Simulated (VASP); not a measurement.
Write the native input for VASP 6.6.1 that does the following.

* Task: single point
* Functional: PBE
* Potentials or basis: VASP PAW PBE potentials, release 64 (Ni_pv, O)
* Cutoff: 520 eV
* k mesh: 11 × 11 × 11
* Occupations: fermi-dirac, width 0.1 eV
* Spin: collinear spin, ferromagnetic start
* Starting moments: [1.0, 0.0] μB
* Further INCAR settings: ALGO = Fast; EDIFF = 1e-06

The structure of NiO lies in POSCAR:

```
NiO
1.0
    0.0000000000      2.0859016414      2.0859016414
    2.0859016414      0.0000000000      2.0859016414
    2.0859016414      2.0859016414      0.0000000000
Ni O
1 1
Direct
    0.0110610000     -0.0019740000     -0.0072160000
    0.5137420000      0.4931640000      0.5003940000
```

The cell isn't the ideal one: atoms moved at random, drawn with an rms of 0.05 Å.

One way to write it, as run:

INCAR

```
ALGO = Fast ; EDIFF = 1E-6
ENCUT = 520 ; GGA = PE
ISIF = 2 ; ISMEAR = -1
ISPIN = 2 ; LASPH = True
LCHARG = True ; LELF = True
LMAXMIX = 4 ; LORBIT = 11
LREAL = False ; LVHAR = True
LWAVE = False ; MAGMOM = 1 0
NELM = 100 ; PREC = Accurate
SIGMA = 0.1
```

KPOINTS

```
k-points
0
Gamma
  11 11 11
```

Potentials or basis: VASP PAW PBE potentials, release 64 (Ni_pv, O).

Command:

```sh
$ cat potpaw_PBE.64/Ni_pv/POTCAR potpaw_PBE.64/O/POTCAR > POTCAR
$ mpirun -np 1 vasp_std > vasp.out
```

Results of the run:

```yaml
Pressure: 3.9 GPa
Largest_force: 0.070 eV/Å
Band_gap_on_the_k_mesh: none (metal or under the smearing width)
Net_moment: 1.66 μB per cell
Site_moments: Ni +1.37; O +0.24 μB
Valence_electrons_inside_the_program's_atomic_spheres: Ni 14.31; O 4.98
```

Caveat: a cell with one magnetic atom can't hold antiferromagnetic order, which such compounds often take; semilocal functionals often make such compounds metallic where correlation or magnetic order opens a gap, which also shifts bond lengths.

Wall time 5.3 min on 1 thread of AMD EPYC 9R45 (Zen 5), with other jobs on the host, peak memory 0.38 GiB.
